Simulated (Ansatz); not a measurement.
## hcp against bcc along the 5d metals

Level of theory: Ansatz 0.2.0, DFT, revPBE, plane waves (420 eV) with PAW, scalar-relativistic. The PAW files were generated under PBE, with cores re-solved for the functional.

Each structure is relaxed within its symmetry, in the lowest magnetic state of the tried starts. Differences under about 8 meV lie within the error of the k-point mesh.

| element | E(hcp) − E(bcc) (meV/atom) | V(hcp) (Å³/atom) | V(bcc) (Å³/atom) | state of hcp | state of bcc |
| --- | --- | --- | --- | --- | --- |
| Lu | -131 | 30.18 | 30.75 | spin not included | spin not included |
| Hf | -186 | 23.00 | 22.83 | spin not included | spin not included |
| Ta | 275 | 18.98 | 18.55 | spin not included | spin not included |
| W | 500 | 16.68 | 16.29 | spin not included | spin not included |
| Re | -300 | 15.07 | 15.21 | spin not included | spin not included |
| Os | -880 | 14.39 | 14.91 | spin not included | spin not included |
| Ir | -554 | 14.71 | 15.20 | spin not included | spin not included |
| Pt | -35 | 15.97 | 16.05 | spin not included | spin not included |
| Au | -13 | 18.36 | 18.40 | spin not included | spin not included |
